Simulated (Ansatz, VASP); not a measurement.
One calculation of KF (Carobbiite), two programs

```xyz
2
Lattice="0.0000 2.2535 2.2535 2.2535 0.0000 2.2535 2.2535 2.2535 0.0000" Properties=species:S:1:pos:R:3 pbc="T T T"
K     0.0000    0.0000    0.0000
F     2.2535    2.2535    2.2535
```

Alike in both runs: functional PBE; k mesh 9 × 9 × 9; occupations fermi-dirac, width 0.03 eV; no spin polarisation.

Ansatz relaxed the structure, and its values are those at the end. VASP's run is a single point on that final structure, the one shown.

|  | VASP | Ansatz |
| --- | --- | --- |
| version | VASP 6.6.1 | Ansatz 0.2.0 |
| potentials or method | VASP PAW PBE potentials, release 64 (K_sv, F) | PAW with Ansatz's default frozen-core files, scalar-relativistic |
| plane-wave cutoff (eV) | 520 | 420 |
| valence electrons in the cell | 16 | 16 |

Ansatz gave:

- gap on the k mesh at the Fermi level (eV): 7.44

**Question.** What did VASP give for the same quantities?

**Answer.** gap on the k mesh at the Fermi level (eV): 7.42.

The functional is the same, so the differences come from potentials, cutoffs and numerics. Ansatz warned: «stress_scf_threshold_loose».

Caveats: an odd mesh through Γ misses points on the zone boundary, where band edges often lie. PBE gaps usually lie below the measured ones, often by a third to a half.
